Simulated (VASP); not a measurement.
Input of a VASP 6.6.1 run:

Contents of INCAR:

```
SYSTEM = Ca
ALGO = Fast
EDIFF = 1E-6
ENCUT = 520
GGA = PE
ISIF = 2
ISMEAR = 0
LASPH = .True.
LCHARG = .False.
LREAL = .False.
LWAVE = .False.
NBANDS = 72
NELM = 100
PREC = Accurate
SIGMA = 0.1
```

KPOINTS

```
k-points
0
Gamma
  3 3 3
  0 0 0
```

The input POSCAR:

```
Ca
1.0
    4.5426968138      2.6227272283      7.7471249673
   -4.5426968138      2.6227272283      7.7471249673
    0.0000000000     -5.2454544565      7.7471249673
Ca
12
Direct
    0.0101900000      0.6536100000      0.0101900000
    0.0101900000      0.0101900000      0.6536100000
    0.6536100000      0.0101900000      0.0101900000
    0.9898100000      0.3463900000      0.9898100000
    0.3463900000      0.9898100000      0.9898100000
    0.9898100000      0.9898100000      0.3463900000
    0.2211800000      0.6306000000      0.2211800000
    0.2211800000      0.2211800000      0.6306000000
    0.6306000000      0.2211800000      0.2211800000
    0.7788200000      0.3694000000      0.7788200000
    0.3694000000      0.7788200000      0.7788200000
    0.7788200000      0.7788200000      0.3694000000
```

Potentials or basis: VASP PAW PBE potentials, release 64 (Ca_sv).

Run with:

```sh
$ cat potpaw_PBE.64/Ca_sv/POTCAR > POTCAR
$ mpirun -np 1 vasp_std > vasp.out
```

**Question.** Estimate the pressure.

**Answer.** 5.6 GPa.

**Question.** Estimate the band gap on the k mesh.

**Answer.** None (metal or under the smearing width).

**Question.** What does it give for the largest force?

**Answer.** 1.385 eV/Å.

Stress tensor (GPa, compression positive):
```
5.10 0.00 0.00
0.00 5.10 0.00
0.00 0.00 6.54
```

Caveat: forces of over 1 eV/Å show positions far from the minimum, so gaps and moduli don't describe the material at rest.
